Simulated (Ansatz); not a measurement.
# Hf2S: strain energy, fitted

Hf2S, P6_3/mmc, a = 3.347 Å, c = 11.664 Å. The structure is a Materials Project entry; whether it is the stable form wasn't checked. Ansatz: PBEsol, PAW, 420 eV, Γ-centred 12×12×4 mesh on 6 atoms, Gaussian smearing 0.10 eV; no spin polarisation. Series: biaxial strain in the a-b plane, c and atoms relaxed; x is the strain in per cent. y is the free energy over the unstrained cell, V0 = 18.855 Å³/atom.

| x (%) | y (meV/atom) |
| --- | --- |
| -4.5 | 58.44 |
| -3.0 | 25.01 |
| -1.5 | ? |
| 0.0 | 0.00 |
| 1.5 | 6.02 |
| 3.0 | 23.82 |
| 4.5 | 52.51 |

Problem. Fit y = c2 x² + c3 x³ to the other rows, turn c2 into a modulus, and predict the missing energy.

Solution. Least squares on the rows shown. y = 2.7350 x² − 0.031695 x³. In eV per unit strain² c2 is 27.35; M is the biaxial modulus (E = M V0 ε²): 27.35 × 160.2 / (18.855) = 232 GPa. At x = -1.5 the fit asked for gives 6.26 meV/atom. The run gave 6.10 meV/atom, so the fit is 0.16 meV/atom too high, within the rms miss on the fitted rows (0.22 meV/atom).

Spin–orbit coupling is left out, which can shift energies with elements as heavy as these.